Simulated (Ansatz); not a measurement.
Here is an Ansatz 0.2.0 calculation.

input.yaml

```yaml
crystal:
  lattice:
    - [-1.9814305318, 1.9814305318, 1.9814305318]
    - [1.9814305318, -1.9814305318, 1.9814305318]
    - [1.9814305318, 1.9814305318, -1.9814305318]
  atoms:
    - { symbol: Bi, position: [0.0, 0.0, 0.0] }
hamiltonian:
  xc: pbe
  pseudopotentials: { kind: paw }
kpoints:
  mp_grid: { grid: [9, 9, 9] }
scf:
  occupations: { method: fermi_dirac, width: 0.05 }
basis:
  ecutwfc: "300 eV"
output:
  forces: true
  stress: true
  eigenvalues: true
```

Potentials or basis: Ansatz PAW.

Launch:

```console
$ ansatz run input.yaml --threads 2 --pin off --max-ram 5120MiB --backend cpu --events-out ev --progress --plain --runs-dir out
```

**Question.** What does it give for the pressure?

**Answer.** 1.0 GPa.

**Question.** Estimate the band gap on the k mesh.

**Answer.** None (metal or under the smearing width).

Caveat: the pressure holds a Pulay correction of +5.0 GPa for the finite cutoff; spin-orbit coupling is left out, which moves the levels of the heavy elements; the cutoff lies under the one recommended for these potentials.
